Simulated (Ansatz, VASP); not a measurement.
One calculation of ScAl3, two programs

The input INCAR:

```
ALGO = Normal ; EDIFF = 1E-6
ENCUT = 520 ; GGA = PE
ISIF = 2 ; ISMEAR = 1
LASPH = True ; LCHARG = False
LREAL = False ; LWAVE = False
NBANDS = 18 ; NELM = 100
PREC = Accurate ; SIGMA = 0.0064
```

KPOINTS

```
k-points
0
Gamma
  6 6 6
```

POSCAR

```
ScAl3
1.0
   -2.0127950000      2.0127950000      4.4231960000
    2.0127950000     -2.0127950000      4.4231960000
    2.0127950000      2.0127950000     -4.4231960000
Sc Al
1 3
Direct
    0.0000000000      0.0000000000      0.0000000000
    0.7500000000      0.2500000000      0.5000000000
    0.2500000000      0.7500000000      0.5000000000
    0.5000000000      0.5000000000      0.0000000000
```

Input for Ansatz:

```yaml
crystal:
  lattice:
    - [-2.012795, 2.012795, 4.423196]
    - [2.012795, -2.012795, 4.423196]
    - [2.012795, 2.012795, -4.423196]
  atoms:
    - { symbol: Sc, position: [0.0, 0.0, 0.0] }
    - { symbol: Al, position: [0.75, 0.25, 0.5] }
    - { symbol: Al, position: [0.25, 0.75, 0.5] }
    - { symbol: Al, position: [0.5, 0.5, 0.0] }
basis:
  ecutwfc: 420
kpoints:
  mp_grid: { grid: [6, 6, 6] }
  band_path: { path: [[0, 0, 0], [0.5, 0, 0], [0.5, 0.5, 0.5]], npoints: 8 }
hamiltonian:
  xc: pbe
scf:
  occupations: { method: cold, width: 0.0064 }
output:
  forces: true
  stress: true
  eigenvalues: true
```

Alike in both runs: task single point; functional PBE; k mesh 6 × 6 × 6; no spin polarisation.

|  | VASP | Ansatz |
| --- | --- | --- |
| version | VASP 6.6.1 | Ansatz 0.2.0 |
| potentials or method | VASP PAW PBE potentials, release 64 (Sc_sv, Al) | scalar-relativistic, plane waves, PAW |
| plane-wave cutoff (eV) | 520 | 420 |
| occupations | methfessel-paxton of order 1, width 0.0064 eV | cold, width 0.0064 eV |
| valence electrons in the cell | 20 | 20 |

|  | VASP | Ansatz | Ansatz less VASP |
| --- | --- | --- | --- |
| gap on the k mesh at the Fermi level (eV) | none | none | - |
| pressure (GPa) | -0.5 | -0.5 | 0.00 |
| largest component of the traceless stress (GPa) | 1.53 | 1.53 | +0.005 |

A gap of «none» marks a metal or a gap that the smearing closes.

Caveats: the k mesh is coarse (spacing up to 0.37 Å⁻¹), so the values aren't converged.
